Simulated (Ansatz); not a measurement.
Input and output for BP (CsCl type): DFT, PBE, all-electron LAPW, scalar-relativistic (Ansatz 0.2.0). This run: volume at 0.64 of the series' base cell.

The cell comes from a relaxation on PAW files under the same functional, begun from a prototype that needn't be the stable phase.

Command: `ansatz run input.yaml --threads 1 --pin off --max-ram 2048MiB --backend cpu --events-out ev --progress --plain --runs-dir out` It took 9.6 s on 1 thread of Arm Neoverse V2, with other jobs on the host, peak memory 0.28 GiB.

```yaml
crystal:
  lattice:
    - [2.340497617, 0.0, 0.0]
    - [0.0, 2.340497617, 0.0]
    - [0.0, 0.0, 2.340497617]
  atoms:
    - { symbol: B, position: [0.0, 0.0, 0.0] }
    - { symbol: P, position: [0.5, 0.5, 0.5] }
kpoints:
  mp_grid: { grid: [15, 15, 15] }
scf:
  occupations: { method: fermi_dirac, width: 0.1 }
hamiltonian:
  xc: pbe
  pseudopotentials: { kind: all_electron, lapw: { basis_error: 0.001 } }
output:
  forces: true
  stress: true
  eigenvalues: true
  populations: true
```

Output:

```
B: projections on atomic orbitals take those of the free atom 1s2 2s2 2p1, of charge +0.00 (hamiltonian.pseudopotentials.projection_atoms)
P: projections on atomic orbitals take those of the free atom 1s2 2s2 2p6 3s2 3p3, of charge +0.00 (hamiltonian.pseudopotentials.projection_atoms)
LAPW: plane waves up to 8.480 Å⁻¹, error target 1.0e-3 eV per atom; small_component_spin mean_spin; B in spheres of 0.962 Å, 5 of its electrons in bands, Dirac shells []; P in spheres of 1.065 Å, 13 of its electrons in bands, Dirac shells [] (how accurate: hamiltonian.pseudopotentials.lapw.basis_error, Limitations)
Engine: ansatz 0.2.0
Pseudopotentials: kind: all_electron
Pseudopotential: B, LAPW, valence charge 5, lapw/all_electron/scalar/gaussian/B, Koelling and Harmon's equation, gaussian nucleus
Pseudopotential: P, LAPW, valence charge 13, lapw/all_electron/scalar/gaussian/P, Koelling and Harmon's equation, gaussian nucleus
Functional definition: PBE
  parameter kappa = 0.804
  parameter beta = 0.06672455060314922
  exchange = pbe_x(kappa = kappa, mu = beta*pi^2/3)
  correlation = pbe_c(beta = beta)
Crystal: 2 atoms, lattice volume = 12.821 Å³
Basis set: ecut = 273.96092935228876 eV, 123 PW (Γ), exchange–correlation at level 2
Bands: 13, of which v1, the nominal top of the filled ones, is band 9 counted from 1 (8 counted from 0)
Symmetry: 48 space group operations
Space group: Pm-3m (ITA 221), of the structure as read, at distance tolerance 2.3e-5 Å
k-points: 120 of 3375
Non-local potential: B, projectors of the file, none
Non-local potential: P, projectors of the file, none
Initial density: superposition of atomic densities (chi_scale 0.1, normalization cell, long waves kept (reshape's long-wave potential 0.00 eV rms))
Initial wavefunctions: plane waves of lowest kinetic energy (no species holds an atomic orbital)
Functional: x = pbe(κ = 0.804, μ = 0.2195149727645171), c = pbe(β = 0.06672455060314922)
iter 1 solved again at ethr=1.74e-3 eV; its pass at ethr=1.00e-1 eV (dr2=3.13e-1 eV) is discarded
SCF iter   1: F=—  HF=-9980.288384 eV  |F-HF|=—  |Δ(HF+E_count)|=         —  Δρ=5.04e-2  dr2=3.13e-1  ethr=1.74e-3  ⟨swp⟩=2.6  Hψ=22542  notcnv=0
automatic band count: the SCF goes on with 17 bands, as 13 were too few: the levels above may hold too much charge
preconditioner: auto → none  [metal: Δε(μ)=0.033 eV  Ē_g=22.265 eV  σ=0.100 eV  W_gap=0.08  n_scr=6 (ndim 8)  ℏωp=29.3 eV  f_vac=0.000  D(μ)=0.58/eV (n_scr^D=6)  sad-step TF]
SCF iter   2: F=—  HF=-9980.121260 eV  |F-HF|=—  |Δ(HF+E_count)|=   1.67e-1  Δρ=2.14e-2  dr2=5.55e-2  ethr=1.74e-3  ⟨swp⟩=2.2  Hψ=6150  notcnv=0
iter 3 solved again at ethr=3.72e-6 eV; its pass at ethr=3.08e-4 eV (dr2=6.70e-4 eV) is discarded
SCF iter   3: F=—  HF=-9980.098462 eV  |F-HF|=—  |Δ(HF+E_count)|=   2.28e-2  Δρ=3.85e-3  dr2=6.71e-4  ethr=3.72e-6  ⟨swp⟩=2.0  Hψ=9583  notcnv=0
SCF iter   4: F=—  HF=-9980.098531 eV  |F-HF|=—  |Δ(HF+E_count)|=   6.89e-5  Δρ=7.37e-4  dr2=2.09e-5  ethr=3.72e-6  ⟨swp⟩=2.0  Hψ=5186  notcnv=0
SCF iter   5: F=—  HF=-9980.098525 eV  |F-HF|=—  |Δ(HF+E_count)|=   5.52e-6  Δρ=9.67e-5  dr2=4.23e-7  ethr=1.16e-7  ⟨swp⟩=2.0  Hψ=5186  notcnv=0
SCF iter   6: F=-9980.098525 eV  HF=-9980.098525 eV  |F-HF|=5.29e-9  |Δ(HF+E_count)|=   8.14e-8  Δρ=9.15e-6  dr2=6.13e-9  ethr=2.35e-9  ⟨swp⟩=2.1  Hψ=5197  notcnv=0
SCF 1 converged in 6 iterations: F = -9980.098525 eV  dr2 = 6.13e-9
SCF converged after 6 iterations
Free energy (F): -9980.098525 eV
Harris-Foulkes:  -9980.098525 eV  (|F-HF|=5.29e-9)
Internal energy: -9980.080426 eV  (E = F + TS)
E sigma→0 (E₀):  -9980.089476 eV
Entropy (-TS):   -0.018099 eV (-9.050 meV/atom)
Fermi energy:    22.419724 eV
--- Per-component energies (eV) ---
  E_band       = -1078.280117
  E_kinetic    = 10043.847838
  E_xc         = -752.058207
  E_electrostatic = -19271.870057  (all electrons and nuclei)
  E_smearing   = -0.018099  (= −TS)
  E_closure    = 0.000000  (closes the sum)
  E_atoms      = -9973.111326  (free atoms, spherical and without spin; not in F)
  Σ components = -9980.098525   (vs F -9980.098525, Δ=0.00e0)
  Basis errors (estimates in eV, not in F): energy 4.0e-4 per atom: plane waves 3.7e-4 (1.9e-4 summed), levels above the bands 1.4e-94, relativity 7.1e-9, radial functions 2.2e-5, core shells 7.5e-16; eigenvalues (radial functions only) 4.8e-5; not estimated: angular momenta, meshes, grids; target (lapw.basis_error) 1.0e-3; muffin-tin radii B 0.962 Å, P 1.065 Å
--- Forces (eV/Å), atoms counted from 1 ---
  atom   1  B     -0.00000000     0.00000000     0.00000000
  atom   2  P      0.00000000     0.00000000    -0.00000000
  max |Σ_I F_I| component: 4.93e-31 eV/Å
--- Stress (GPa, compression-positive) ---
      145.406712       0.000000       0.000000
        0.000000     145.406712       0.000000
        0.000000       0.000000     145.406712
  P = ⅓ Tr σ = 145.4067 GPa (1454.067 kbar)
--- Band table (eV; the first three rows and the last of 120) ---
  k-point 0: bands = ["-152.1049", "-147.3670", "-97.8534", "-97.8534", "-97.8534", "-0.4586", "20.7506", "20.7506", "20.7506", "25.0437", "25.0437", "31.2390", "39.8528", "39.8528", "39.8528", "43.7243", "43.7243"]
  k-point 1: bands = ["-152.1049", "-147.3670", "-97.8538", "-97.8533", "-97.8533", "-0.3512", "19.4039", "20.8523", "20.8523", "25.1516", "26.3566", "31.4551", "39.0953", "39.0953", "39.6454", "43.8101", "44.0498"]
  k-point 2: bands = ["-152.1048", "-147.3668", "-97.8549", "-97.8533", "-97.8533", "-0.0293", "17.0677", "21.1565", "21.1565", "25.4728", "28.3766", "32.2767", "37.4087", "37.4087", "39.1400", "44.0621", "44.6286"]
  k-point 119: bands = ["-152.1043", "-147.3638", "-97.8609", "-97.8609", "-97.8609", "14.6925", "15.7348", "15.7348", "17.5166", "17.5166", "17.8035", "20.9184", "22.9063", "50.0657", "50.2113", "50.2113", "53.0092"]
--- Löwdin populations: 2 sites ---
  site symbol       q [e]
     0      B      5.6922
     1      P     14.0734
  spilling = 0.011720 (of n_electrons = 20.000000)
```

populations.tsv:

```
# site	symbol	l	j	q
# orbitals = lowdin
# n_electrons = 20.000000
# spilling = 0.011720
# projection_atom_B: 1s2 2s2 2p1
# projection_atom_P: 1s2 2s2 2p6 3s2 3p3
0	B	0_1S	-	1.991351
0	B	0_2S	-	1.049522
0	B	1_2P	-	2.651375
1	P	0_1S	-	1.999729
1	P	0_2S	-	1.980382
1	P	0_3S	-	1.265918
1	P	1_2P	-	5.994188
1	P	1_3P	-	2.833138
```

Next run (volume at 0.55 of the series' base cell), as changes to the input before:

```diff
   lattice:
-    - [2.340497617, 0.0, 0.0]
-    - [0.0, 2.340497617, 0.0]
-    - [0.0, 0.0, 2.340497617]
+    - [2.225200293, 0.0, 0.0]
+    - [0.0, 2.225200293, 0.0]
+    - [0.0, 0.0, 2.225200293]
   atoms:
   mp_grid: { grid: [15, 15, 15] }
+  band_path:
+    path:
+      - [0.0, 0.0, 0.0]
+      - [0.0, 0.5, 0.0]
+      - [0.5, 0.5, 0.0]
+      - [0.0, 0.0, 0.0]
+      - [0.5, 0.5, 0.5]
+      - [0.0, 0.5, 0.0]
+      - [0.5, 0.5, 0.5]
+      - [0.5, 0.5, 0.0]
+    npoints: 8
 scf:
   populations: true
+  dos: { projected: true, de: 0.2, e_range: [-14, 8] }
```

Results part of the output:

```
SCF 1 converged in 6 iterations: F = -9977.872448 eV  dr2 = 2.48e-9
NSCF: frozen V_eff on 57 k-points
SCF converged after 6 iterations
Free energy (F): -9977.872448 eV
Harris-Foulkes:  -9977.872448 eV  (|F-HF|=3.42e-10)
Internal energy: -9977.856259 eV  (E = F + TS)
E sigma→0 (E₀):  -9977.864354 eV
Entropy (-TS):   -0.016189 eV (-8.095 meV/atom)
Fermi energy:    26.336376 eV
--- Per-component energies (eV) ---
  E_band       = -1018.220264
  E_kinetic    = 10060.594362
  E_xc         = -756.405339
  E_electrostatic = -19282.045282  (all electrons and nuclei)
  E_smearing   = -0.016189  (= −TS)
  E_closure    = 0.000000  (closes the sum)
  E_atoms      = -9973.111326  (free atoms, spherical and without spin; not in F)
  Σ components = -9977.872448   (vs F -9977.872448, Δ=0.00e0)
  Basis errors (estimates in eV, not in F): energy 3.9e-4 per atom: plane waves 3.7e-4 (1.9e-4 summed), levels above the bands 1.7e-60, relativity 1.0e-8, radial functions 2.6e-5, core shells 2.8e-15; eigenvalues (radial functions only) 6.2e-6; not estimated: angular momenta, meshes, grids; target (lapw.basis_error) 1.0e-3; muffin-tin radii B 0.902 Å, P 1.025 Å
--- Forces (eV/Å), atoms counted from 1 ---
  atom   1  B     -0.00000000    -0.00000000     0.00000000
  atom   2  P      0.00000000     0.00000000    -0.00000000
  max |Σ_I F_I| component: 3.62e-31 eV/Å
--- Stress (GPa, compression-positive) ---
      262.349865      -0.000000       0.000000
       -0.000000     262.349865       0.000000
        0.000000       0.000000     262.349865
  P = ⅓ Tr σ = 262.3499 GPa (2623.499 kbar)
--- Band table (eV; the first three rows and the last of 120) ---
  k-point 0: bands = ["-148.1473", "-143.6714", "-94.1423", "-94.1423", "-94.1423", "1.0781", "24.3745", "24.3745", "24.3745", "28.1228", "28.1228", "38.1746", "46.6379"]
  k-point 1: bands = ["-148.1473", "-143.6713", "-94.1431", "-94.1422", "-94.1422", "1.1953", "22.7336", "24.4840", "24.4840", "28.2426", "29.7820", "38.3350", "45.4663"]
  k-point 2: bands = ["-148.1472", "-143.6710", "-94.1453", "-94.1420", "-94.1420", "1.5463", "20.1127", "24.8109", "24.8109", "28.5993", "32.3594", "38.8657", "43.3124"]
  k-point 119: bands = ["-148.1459", "-143.6641", "-94.1573", "-94.1573", "-94.1573", "17.3199", "18.3316", "18.3316", "20.5951", "20.5951", "21.0325", "26.4295", "27.5622"]
--- Löwdin populations: 2 sites ---
  site symbol       q [e]
     0      B      5.7710
     1      P     13.9631
  spilling = 0.013292 (of n_electrons = 20.000000)
```
